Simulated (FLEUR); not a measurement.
## CaSe under changes of volume

One of the cells (25.829 Å³/atom); the others are scaled copies at fixed shape and fractional positions:

```xyz
2
Lattice="0.0000 2.9560 2.9560 2.9560 0.0000 2.9560 2.9560 2.9560 0.0000" Properties=species:S:1:pos:R:3 pbc="T T T"
Se    2.9560    2.9560    2.9560
Ca    0.0000    0.0000    0.0000
```

| Item | Value |
| --- | --- |
| Program | FLEUR MaX-R8.1 (later development tree) |
| Functional | r2SCAN |
| Potentials or basis | all-electron |
| Basis | FLAPW |
| Kmax | 4.1 1/bohr |
| k mesh | 8 × 8 × 8 |
| Occupations | fermi-dirac, width 0.05 eV |
| Spin | no spin polarisation |

| volume (Å³/atom) | energy over the lowest point (meV/atom) | gap on the mesh (eV) |
| --- | --- | --- |
| 24.280 | ? | ? |
| 24.796 | 11.56 | 2.39 |
| 25.829 | 0.00 | 2.49 |
| 26.863 | 2.64 | 2.57 |
| 27.379 | 8.31 | 2.61 |

Q: What does the run at 24.280 Å³/atom give?

A: Energy over the lowest point 23.76 meV/atom; gap on the mesh 2.33 eV.

Worked out: A Birch-Murnaghan fit of order 2 (a polynomial in V^(-2/3)) to the other rows has its minimum at 26.13 Å³/atom with B0 = V·E''(V) = 52 GPa. It gives 23.52 meV/atom at 24.280 Å³/atom, against the run's 23.76. A straight line through the other rows of the gap, of slope 2.21 eV per unit of ln V, extrapolates to 2.35 eV, against the run's 2.33.

Energies are extrapolated to zero smearing.

Caveats: the meta-GGA is that of a development version, with a GGA for the radial functions and cores and without core tails.

A mesh can miss the band edges. Spin-orbit coupling on Se is left out.
